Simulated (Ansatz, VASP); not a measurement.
One calculation of As, two programs

```
As
1.0
     0.00000    2.17779    2.17779
     2.17779    0.00000    2.17779
     2.17779    2.17779    0.00000
As
1
Direct
  0.00000 0.00000 0.00000
```

Alike in both runs: task single point; functional PBEsol; k mesh 15 × 15 × 15; occupations fermi-dirac, width 0.1 eV; no spin polarisation.

|  | VASP | Ansatz |
| --- | --- | --- |
| version | VASP 6.6.1 | Ansatz 0.2.0 |
| potentials or method | VASP PAW PBE potentials, release 64 (As) | plane waves (420 eV) with PAW, scalar-relativistic |
| plane-wave cutoff (eV) | 520 | 420 |
| valence electrons in the cell | 5 | 15 |

|  | VASP | Ansatz | Ansatz less VASP |
| --- | --- | --- | --- |
| pressure (GPa) | -8.1 | -8.2 | -0.08 |

The functional is the same, so the differences come from potentials, cutoffs and numerics. The two sets of potentials don't hold the same shells in valence. Ansatz warned: «pseudo_functional_mismatch».

Caveats: the PAW data sets were made with another functional, which shifts forces and pressure a little (VASP).
